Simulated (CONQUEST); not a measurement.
# WC (Qusongite) (P-6m2) in CONQUEST: reference runs

How does WC (Qusongite) come out in PBEsol? The cell is run as given and disturbed.

Everything below comes from runs of CONQUEST 1.3. Logs are shortened: lines on timing, memory, paths and dates and some standing lists are left out, and cuts for length are marked.

## Step 1: The crystal as given

It takes space group P-6m2 (No. 187, hexagonal). The conventional cell has a = 2.906 Å, b = 2.906 Å, c = 2.837 Å, α = 90.00°, β = 90.00°, γ = 120.00°. W (site symmetry -6m2) has 6 C at 2.20 Å as nearest neighbours. C (site symmetry -6m2) has 6 W at 2.20 Å as nearest neighbours.

## Step 2: Single point, PBEsol

Input file Conquest_input:

```
IO.Title WC
IO.Coordinates coords.dat
IO.FractionalAtomicCoords T
IO.Iprint 2
IO.Iprint_init 1
General.NumberOfSpecies 2
General.PseudopotentialType hamann
AtomMove.TypeOfRun static
AtomMove.FullStress T
Grid.GridCutoff 120
DM.SolutionMethod diagon
Diag.MPMesh T
Diag.GammaCentred T
Diag.MPMeshX 9
Diag.MPMeshY 9
Diag.MPMeshZ 5
Diag.kT 0.00183747
minE.SCTolerance 1e-6
SC.MaxIters 100
IO.AtomChargeOutput T
IO.DumpChargeDensity T
IO.DumpESPot T
%block ChemicalSpeciesLabel
1 183.850 W
2 12.010 C
%endblock
```

Input file coords.dat:

```
    5.3603971251     0.0000000000     0.0000000000
    0.0000000000     5.4924889812     0.0000000000
    0.0000000000     0.0000000000     9.5132699751
4
  0.0000000000   0.0000000000   0.0000000000 1 T T T
  0.0000000000   0.5000000000   0.5000000000 1 T T T
  0.5000000000   0.0000000000   0.6666666670 2 T T T
  0.5000000000   0.5000000000   0.1666666670 2 T T T
```

Potentials or basis: PseudoDojo NC PBEsol, DZP, grid cutoff 120 Ha.

Run with:

```
$ OMP_NUM_THREADS=1 Conquest
```

Output:

```text
Simulation cell dimensions:     5.3604 a0 x     5.4925 a0 x     9.5133 a0

      Atomic coordinates (a0)
         Atom         X         Y         Z  Species
            1    0.0000    0.0000    0.0000        1
            2    0.0000    2.7462    4.7566        1
            3    2.6802    0.0000    6.3422        2
            4    2.6802    2.7462    1.5855        2

         Monkhorst-Pack mesh:   9 x   9 x   5 gamma-centred
        This calculation includes non-local pseudopotentials,
         with a maximum core radius of      7.87260436

    Job title: WC
    Job to be run: static calculation

[... 5 lines left out ...]
      Using Fermi-Dirac smearing

    Integration grid size:     32 x   32 x   48

    Integration grid spacing:  0.168 a0 x 0.172 a0 x 0.198 a0

    Number of species:  2
    --------------------------------------------------------
    |   #  mass (au)  Charge (e)  SF Rad (a0)  NSF  Label  |
    --------------------------------------------------------
    |   1    183.850      14.000        8.126   19  W      |
    |   2     12.010       4.000        6.540   13  C      |
    --------------------------------------------------------
          SCF tolerance:                 0.00000100
          SCF iterations:               100

    LibXC version:  6. 2. 2
    Using the GGA functional Perdew, Burke & Ernzerhof SOL
    Using the GGA functional Perdew, Burke & Ernzerhof SOL

           radial cut-off to be used is taken to be max PAO cut-off radius for this species:    7.872604

           greatest ang. mom. for making density from PAOs:  2

           radial cut-off to be used is taken to be max PAO cut-off radius for this species:    6.247137

           greatest ang. mom. for making density from PAOs:  2
    Minimum blocs/proc is      768. Maximum blocs/proc is      768
    set_atom_dens: In set_atomic_density, electrons :      36.000000000000
 matrix_size & matrix_size_padH =           64          64

    Screened ion int: energy:    -113.397792350378 Ha

    new_SC_potl: Starting.  Tolerance:  0.10000E-05

    PulayMixSC: Starting Pulay mixing, A_up =  0.500 A_dn =  0.500
    PulayMixSC: Spin non-polarised calculation.
          Harris-Foulkes Energy            :      -163.764219055395358 Ha
          GroundState Energy (E-(1/2)TS)   :      -163.764273691063181 Ha
          Free Energy (E-TS)               :      -163.764328326731004 Ha
          DFT Total Energy                 :      -163.432963039647348 Ha
          Total number of electrons        :        36.000000000001187
    PulayMixSC: Pulay iteration     1 residual:              0.67182E-02
          Harris-Foulkes Energy            :      -163.713748741937735 Ha
          GroundState Energy (E-(1/2)TS)   :      -163.713834975268128 Ha
          Free Energy (E-TS)               :      -163.713921208598521 Ha
          DFT Total Energy                 :      -163.540037201415544 Ha
          Total number of electrons        :        36.000006202161785
    PulayMixSC: Pulay iteration     2 residual:              0.49217E-02
          Harris-Foulkes Energy            :      -163.664418796383956 Ha
          GroundState Energy (E-(1/2)TS)   :      -163.664529547372410 Ha
          Free Energy (E-TS)               :      -163.664640298360837 Ha
          DFT Total Energy                 :      -163.664050982863301 Ha
          Total number of electrons        :        36.000008820993983
    PulayMixSC: Pulay iteration     3 residual:              0.66308E-03
          Harris-Foulkes Energy            :      -163.664340136000760 Ha
          GroundState Energy (E-(1/2)TS)   :      -163.664454265438536 Ha
          Free Energy (E-TS)               :      -163.664568394876312 Ha
          DFT Total Energy                 :      -163.663927920508542 Ha
          Total number of electrons        :        36.000015801083158
    PulayMixSC: Pulay iteration     4 residual:              0.22858E-03
          Harris-Foulkes Energy            :      -163.664215125337591 Ha
          GroundState Energy (E-(1/2)TS)   :      -163.664327542228477 Ha
          Free Energy (E-TS)               :      -163.664439959119392 Ha
          DFT Total Energy                 :      -163.664210186430751 Ha
          Total number of electrons        :        36.000016042135670
    PulayMixSC: Pulay iteration     5 residual:              0.29194E-04
          Harris-Foulkes Energy            :      -163.664213074823067 Ha
          GroundState Energy (E-(1/2)TS)   :      -163.664325297301588 Ha
          Free Energy (E-TS)               :      -163.664437519780080 Ha
          DFT Total Energy                 :      -163.664213033972459 Ha
          Total number of electrons        :        36.000015067267235
    PulayMixSC: Pulay iteration     6 residual:              0.32448E-05
          Harris-Foulkes Energy            :      -163.664213313886137 Ha
          GroundState Energy (E-(1/2)TS)   :      -163.664325528602205 Ha
          Free Energy (E-TS)               :      -163.664437743318302 Ha
          DFT Total Energy                 :      -163.664213311973526 Ha
          Total number of electrons        :        36.000015146463291
    PulayMixSC: Pulay iteration     7 residual:              0.84634E-06
    PulayMixSC: Reached SCF tolerance of  0.84634E-06 after      7 iterations
      | Number of electrons      =        36.000015
      |* band energy as 2Tr[K.H] =       -41.480448806755859 Ha
      |  screened ion-ion energy =      -113.397792350378069 Ha
      |  Ha correction           =         0.888650023198841 Ha
      |  XC correction           =        -9.674607383448443 Ha
      | GS Energy as E-(1/2)TS   =      -163.664325528602205 Ha
      | Free Energy as E-TS      =      -163.664437743318302 Ha
      |* Harris-Foulkes energy   =      -163.664213313886137 Ha
      |* DFT total energy        =      -163.664213311973526 Ha
      |  estimated accuracy      =        -0.000000001912611 Ha

    force: Forces on atoms (Ha/a0)
    force:  Atom   X              Y              Z
    force:     1   0.0000000000   0.0000000000  -0.0000978848
    force:     2  -0.0000000000  -0.0000000000  -0.0000978848
    force:     3  -0.0000000000   0.0000000000   0.0000604688
    force:     4   0.0000000000  -0.0000000000   0.0000604688

    force: Maximum force :        0.00009788(Ha/a0) on atom         1 in z direction
    force: Force Residual:        0.00008136 Ha/a0
    force: Total stress:         -3.32712371     0.00000000     0.00000000 GPa
                             0.00000000    -3.64519192     0.00000000
                             0.00000000     0.00000000    -3.90732551
    force: Average pressure:      3.62654705 GPa

    force: Finished force
    get_E_and_F: Change in energy during last step of electronic optimisation: -0.23906E-06

    BIBLIOGRAPHY: Please consider citing the following references in the conquest.bib file

    CONQUEST:         Bowler2002pt, Miyazaki2004, Nakata2020
    Basis:            Bowler2019
    DM:               Bowler:2006xr
    Pseudopotentials: Hamann2013, Bowler2019
    XC references from LibXC:
```

It took 2.6 min on 1 thread of Intel Xeon Platinum 8375C at 2.90GHz (Ice Lake), shared host; peak memory 0.85 GiB.

Results:

| Property | Result |
| --- | --- |
| Free energy | -4453.5362 eV |
| Pressure | 3.6 GPa |
| Largest force | 0.005 eV/Å |
| Band gap on the k mesh | none (metal or under the smearing width) |
| Mulliken charges | W +1.14; C -1.14 e |

Forces in eV/Å, atoms in the order of the input:
```
W    0.000  0.000 -0.005
W    0.000  0.000 -0.005
C    0.000  0.000  0.003
C    0.000  0.000  0.003
```

Caveat: Mulliken charges move with the basis; the box holds several primitive cells, so bands are folded and the points are those of the box's own zone; the basis of atomic orbitals isn't converged, which shifts pressures, moduli and gaps. Spin-orbit coupling is left out, which matters for the levels of W.

## Step 3: Single point, PBEsol (atoms moved at random, drawn with an rms of 0.05 Å)

Conquest_input: that of step 2 with these lines changed.

```diff
@@ -20,4 +20,2 @@
 IO.AtomChargeOutput T
-IO.DumpChargeDensity T
-IO.DumpESPot T
 %block ChemicalSpeciesLabel
```

Input file coords.dat:

```
    5.3603971251     0.0000000000     0.0000000000
    0.0000000000     5.4924889812     0.0000000000
    0.0000000000     0.0000000000     9.5132699751
4
  0.0194740000   0.0037055000   0.9970275000 1 T T T
  0.0194740000   0.5037055000   0.4970275000 1 T T T
  0.5199400000   0.4838035000   0.1589555000 2 T T T
  0.5199400000   0.9838035000   0.6589555000 2 T T T
```

Potentials or basis: PseudoDojo NC PBEsol, DZP, grid cutoff 120 Ha.

Run with:

```
$ OMP_NUM_THREADS=1 Conquest
```

Output:

```text
Simulation cell dimensions:     5.3604 a0 x     5.4925 a0 x     9.5133 a0

      Atomic coordinates (a0)
         Atom         X         Y         Z  Species
            1    0.1044    0.0204    9.4850        1
            2    0.1044    2.7666    4.7284        1
            3    2.7871    2.6573    1.5122        2
            4    2.7871    5.4035    6.2688        2

         Monkhorst-Pack mesh:   9 x   9 x   5 gamma-centred
        This calculation includes non-local pseudopotentials,
         with a maximum core radius of      7.87260436

    Job title: WC
    Job to be run: static calculation

[... 5 lines left out ...]
      Using Fermi-Dirac smearing

    Integration grid size:     32 x   32 x   48

    Integration grid spacing:  0.168 a0 x 0.172 a0 x 0.198 a0

    Number of species:  2
    --------------------------------------------------------
    |   #  mass (au)  Charge (e)  SF Rad (a0)  NSF  Label  |
[... 67 lines left out ...]
          DFT Total Energy                 :      -163.661737769878300 Ha
          Total number of electrons        :        36.000010388251553
    PulayMixSC: Pulay iteration     7 residual:              0.88350E-06
    PulayMixSC: Reached SCF tolerance of  0.88350E-06 after      7 iterations
      | Number of electrons      =        36.000010
      |* band energy as 2Tr[K.H] =       -41.480208185239107 Ha
      |  screened ion-ion energy =      -113.390621542495055 Ha
      |  Ha correction           =         0.883219056594475 Ha
      |  XC correction           =        -9.674116316711297 Ha
      | GS Energy as E-(1/2)TS   =      -163.661846949422426 Ha
      | Free Energy as E-TS      =      -163.661956127464720 Ha
      |* Harris-Foulkes energy   =      -163.661737771380160 Ha
      |* DFT total energy        =      -163.661737769878300 Ha
      |  estimated accuracy      =        -0.000000001501860 Ha

    force: Forces on atoms (Ha/a0)
    force:  Atom   X              Y              Z
    force:     1   0.0004759050  -0.0195622102  -0.0087073010
    force:     2   0.0004759050  -0.0195622102  -0.0087073010
    force:     3  -0.0004653083   0.0195590453   0.0087106628
    force:     4  -0.0004653083   0.0195590453   0.0087106628

    force: Maximum force :        0.01956221(Ha/a0) on atom         1 in y direction
    force: Force Residual:        0.02141696 Ha/a0
    force: Total stress:         -4.80315018     0.08272467    -0.02365847 GPa
                             0.08272467    -5.68459277    -2.87137347
                            -0.02365847    -2.87137347    -2.89093067
    force: Average pressure:      4.45955787 GPa

    force: Finished force
    get_E_and_F: Change in energy during last step of electronic optimisation: -0.50312E-06

    BIBLIOGRAPHY: Please consider citing the following references in the conquest.bib file

    CONQUEST:         Bowler2002pt, Miyazaki2004, Nakata2020
    Basis:            Bowler2019
    DM:               Bowler:2006xr
    Pseudopotentials: Hamann2013, Bowler2019
    XC references from LibXC:
```

It took 2.7 min on 1 thread of Intel Xeon Platinum 8375C at 2.90GHz (Ice Lake), shared host; peak memory 0.86 GiB.

What came out:

| Item | Value |
| --- | --- |
| Free energy | -4453.4687 eV |
| Pressure | 4.5 GPa |
| Largest force | 1.101 eV/Å |
| Band gap on the k mesh | none (metal or under the smearing width) |
| Mulliken charges | W +1.14; C -1.14 e |

Forces in eV/Å, atoms in the order of the input:
```
W    0.024 -1.006 -0.448
W    0.024 -1.006 -0.448
C   -0.024  1.006  0.448
C   -0.024  1.006  0.448
```

Caveat: Mulliken charges move with the basis; the box holds several primitive cells, so bands are folded and the points are those of the box's own zone; the basis of atomic orbitals isn't converged, which shifts pressures, moduli and gaps. The run has no spin-orbit coupling, so splittings on W are missing.
